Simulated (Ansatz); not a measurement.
Set up this calculation in Ansatz 0.2.0, as the native input.

```
Task                  : relaxation of cell and atoms
Functional            : PBEsol
Potentials or basis   : Ansatz PAW
Cutoff                : 420 eV (not typed: the program's choice for these potentials)
k mesh                : 8 × 8 × 5
Occupations           : fermi-dirac, width 0.05 eV
Spin                  : no spin polarisation
Target pressure       : 30 GPa
Target pressure (GPa) : 30
```

Crystal: SnSe2.

```
CELL_PARAMETERS angstrom
3.81100 0.00000 0.00000
-1.90550 3.30042 0.00000
0.00000 0.00000 6.13600
ATOMIC_POSITIONS crystal
Sn 0.00000 0.00000 0.00000
Se 0.66667 0.33333 0.75100
Se 0.33333 0.66667 0.24900
```

The input as run:

input.yaml

```yaml
crystal:
  lattice:
    - [3.811, 0.0, 0.0]
    - [-1.9055, 3.3004228138, 0.0]
    - [0.0, 0.0, 6.136]
  atoms:
    - { symbol: Sn, position: [0.0, 0.0, 0.0] }
    - { symbol: Se, position: [0.6666666667, 0.3333333333, 0.751] }
    - { symbol: Se, position: [0.3333333333, 0.6666666667, 0.249] }
hamiltonian:
  xc: pbesol
  pseudopotentials: { kind: paw }
kpoints:
  mp_grid: { grid: [8, 8, 5] }
scf:
  occupations: { method: fermi_dirac, width: 0.05 }
output:
  forces: true
  stress: true
  eigenvalues: true
  write_density: true
  write_potential: true
  elf: true
  volumetric_format: npy
relax:
  f_tol: 0.01
  max_steps: 40
  cell: { stress_tol: 0.05, p_target: 30.0 }
```

Potentials or basis: Ansatz PAW.

The run is started by

```sh
$ ansatz run input.yaml --threads 2 --pin off --max-ram 5632MiB --backend cpu --events-out ev --progress --plain --runs-dir out
```

It gave:

The relaxed volume is 18.45 Å³/atom and the relaxed cell is a = 3.527 Å, b = 3.527 Å, c = 5.138 Å, α = 90.00°, β = 90.00°, γ = 120.00°. The space group after relaxing (to 0.05 Å) is P-3m1 (No. 164). The energy change on relaxing (the enthalpy is what falls) is +428.8 meV/atom and the ionic steps are 9. The pressure after relaxing is 30.0 GPa, the largest force after relaxing is 0.006 eV/Å and the band gap on the k mesh is none (metal or under the smearing width).

Caveat: the volume moved by over 15 % at a fixed basis, so the end points are rough; the plane-wave basis is chosen anew once the cell has moved, so the energies of steps on either side of that aren't comparable; this functional lacks dispersion, which binds the layers, so the pressure and a relaxed spacing across them are unreliable; the PAW data sets come from PBE, with cores solved anew for the run's functional, which leaves a small shift of forces and pressure.

Wall time 28 s on 2 threads of Arm Neoverse V1 (shared host), peak memory 0.41 GiB.
